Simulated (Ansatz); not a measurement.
In doubt: masses and optical values from hybrid runs of this build are listed as unsure, which bears on the screening that GW takes from such a start.

Rows from a G0W0 calculation on CdSe (Cadmoselite) (Ansatz 0.2.0; G0W0 on PBE0, plane waves, PAW; PAW set soft_1; 6×6×2 mesh, 255 empty bands, screening to 100 eV, PAW set soft_1 files), in eV. Spin-orbit coupling is left out.

The database entry behind the starting cell differs from later determinations by our own check (inner coordinate of an old entry), so it need not match the best structure at ambient conditions.

```tsv
row	Σx	Σc	Vxc	Z
A	-8.71	-3.27	-11.91	0.83
B	-8.10	-3.51	-11.54	0.83
C	-19.70	1.60	-18.14	0.80
```

Which rows are filled states and which are empty ones, and how can one tell?

Filled: C. Empty: A and B. The sign of Σc tells: for a filled state bare exchange, which holds its interaction with itself, lies below Vxc (Σx − Vxc is -1.6 eV or lower here) and screening gives part back as a positive Σc. For an empty state Σx lies above Vxc (+3.2 eV or more) and the Coulomb hole leaves Σc negative.

[Paths, hosts, dates, memory and timing lines, banners, echoed tables and standing remarks are left out of the program output.]

[Logs are printed without paths, hosts, clocks, repeated set-up lines and the standing remarks that a program may print on its own settings, such as how far it seeks lower states.]

[Runs of the session that timed out or met a known fault of the program may be left out.]

[Cells called generated may have been cut or substituted from an entry of the Crystallography Open Database or the Materials Project.]

[Hosts, paths, dates, database ids (printed as entryN), source tags and the programs' standing remarks are cut or masked in the printed files.]
